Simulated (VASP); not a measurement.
A run of VASP 6.6.1:

POSCAR

```
Te
1.0
    5.8500400000      0.0000000000      0.0000000000
    0.0000000000      5.8500400000      0.0000000000
    0.0000000000      0.0000000000      4.7912000000
Te
4
Direct
    0.0000000000      0.0000000000      0.0000000000
    0.5000000000      0.5000000000      0.0000000000
    0.0000000000      0.5000000000      0.8300400000
    0.5000000000      0.0000000000      0.1699600000
```

The input INCAR.step1:

```
SYSTEM = Te
  ALGO = Normal
  EDIFF = 1E-5
  ENCUT = 520
  GGA = PE
  ISIF = 2
  ISMEAR = -1
  LASPH = .TRUE.
  LCHARG = .FALSE.
  LREAL = .FALSE.
  LWAVE = .TRUE.
  NBANDS = 20
  NELM = 80
  PREC = Accurate
  SIGMA = 0.05
```

File INCAR.step2:

```
SYSTEM = Te
  AEXX = 0.3
  ALGO = Normal
  EDIFF = 1E-6
  ENCUT = 520
  GGA = PE
  HFRCUT = -1
  ISIF = 2
  ISMEAR = -1
  ISTART = 1
  LASPH = .TRUE.
  LCHARG = .FALSE.
  LHFCALC = .TRUE.
  LREAL = .FALSE.
  LWAVE = .FALSE.
  NBANDS = 20
  NELM = 80
  PREC = Accurate
  PRECFOCK = Fast
  SIGMA = 0.05
```

The input KPOINTS:

```
k-points
0
G
  3 3 3
  0 0 0
```

Potentials or basis: VASP PAW PBE potentials, release 64 (Te).

Run with:

```bash
$ cat potpaw_PBE.64/Te/POTCAR > POTCAR
$ cp INCAR.step1 INCAR
$ mpirun -np 1 vasp_std > vasp.out
$ cp INCAR.step2 INCAR
$ mpirun -np 1 vasp_std > vasp.out
```

Hardware: 1 thread of AMD EPYC 9R45 96-Core Processor (Zen 5), on a shared host.

Q: How long does it take, and how much memory?

A: Run time: 3.3 min on 1 thread of AMD EPYC 9R45 96-Core Processor (Zen 5), with other jobs on the host, peak memory 0.25 GiB. Counts: scf iterations 13, k points 6.
